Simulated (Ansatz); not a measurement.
**All-electron equations of state of elemental crystals**

All-electron LAPW (Ansatz 0.2.0), scalar-relativistic, no spin, Fermi–Dirac smearing 0.136 eV, k-meshes of 8 to 18 points an axis; Birch–Murnaghan fits to pressures. Some or most of these lattices are hypothetical for the element, and V0 is the minimum nearest the starting volume; lattices without a usable fit are left out; mesh and smearing are coarse, and magnetic elements are treated as non-magnetic.

| element | lattice | functional | V0 (Å³/atom) | B0 (GPa) | B′ | k-points per axis |
| --- | --- | --- | --- | --- | --- | --- |
| O | bcc | LDA | 7.05 | 207 | 4.5 | 18 |
| O | bcc | PBE | 7.82 | 148 | 4.7 | 18 |
| O | bcc | PBEsol | 7.33 | 181 | 4.6 | 18 |
| O | diamond | LDA | 9.87 | 148 | 4.3 | 11 |
| O | diamond | PBE | 10.69 | 117 | 4.4 | 10 |
| O | diamond | PBEsol | 10.22 | 133 | 4.4 | 11 |
| O | fcc | PBE | 8.05 | 136 | 4.8 | 18 |
| O | fcc | PBEsol | 7.53 | 168 | 4.7 | 18 |
| O | sc | LDA | 7.32 | 223 | 4.4 | 17 |
| O | sc | PBE | 7.97 | 170 | 4.6 | 16 |

**Question.** Give V0 and B0 for fcc O in LDA.

**Answer.** 7.23 Å³/atom and 194.3 GPa.

**Question.** Give V0 and B0 for sc O in PBEsol.

**Answer.** 7.57 Å³/atom and 199.3 GPa.
